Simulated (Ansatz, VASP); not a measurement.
This is a calculation of Ba for VASP 6.6.1.

INCAR

```
PREC = Accurate ; ENCUT = 520
EDIFF = 1E-6 ; ISMEAR = -5
SIGMA = 0.05 ; LREAL = F
LASPH = T ; NELM = 60
ALGO = Fast ; ISIF = 2
LWAVE = F ; LCHARG = F
GGA = PE ; NBANDS = 11
```

Contents of KPOINTS:

```
Automatic mesh
0
Gamma
  8 8 8
```

Contents of POSCAR:

```
Ba
1.0
    4.3122476576      0.0000000000      0.0000000000
   -1.4374158856      4.0656260813      0.0000000000
   -1.4374158856     -2.0328130400      3.5209354691
Ba
1
Direct
    0.0000000000      0.0000000000      0.0000000000
```

Potentials or basis: VASP PAW PBE potentials, release 64 (Ba_sv).

Command:

```console
$ cat potpaw_PBE.64/Ba_sv/POTCAR > POTCAR
$ mpirun -np 1 vasp_std > vasp.out
```

Problem. Translate it to Ansatz 0.2.0. Potentials there: all-electron LAPW, scalar-relativistic.

Solution. As run (the cutoff follows the program's own potentials):

File input.yaml:

```yaml
crystal:
  lattice:
    - [4.3122476576, 0.0, 0.0]
    - [-1.4374158856, 4.0656260813, 0.0]
    - [-1.4374158856, -2.03281304, 3.5209354691]
  atoms:
    - { symbol: Ba, position: [0.0, 0.0, 0.0] }
kpoints:
  mp_grid: { grid: [8, 8, 8] }
scf:
  occupations: { method: tetrahedron }
hamiltonian:
  xc: pbe
  pseudopotentials: { kind: all_electron, lapw: { basis_error: 0.001 } }
output:
  forces: true
  stress: true
  eigenvalues: true
```

Potentials or basis: all-electron LAPW, scalar-relativistic.

Command:

```bash
$ ansatz run input.yaml --threads 1 --pin off --max-ram 3072MiB --backend cpu --events-out ev --progress --plain --runs-dir out
```

Both were run:

|  | VASP | Ansatz | Ansatz less VASP |
| --- | --- | --- | --- |
| gap on the k mesh at the Fermi level (eV) | none | none | - |
| pressure (GPa) | 0.3 | 0.3 | -0.09 |

A gap of «none» marks a metal or a gap that the smearing closes. Ansatz ran all-electron here, so the differences hold the error of VASP's frozen core and of both bases.

Caveats: tetrahedron occupations give inexact forces and stress in metals (VASP); with tetrahedron occupations forces and stress needn't match the slope of the energy (Ansatz). The runs have no spin-orbit coupling, so splittings on Ba are missing.
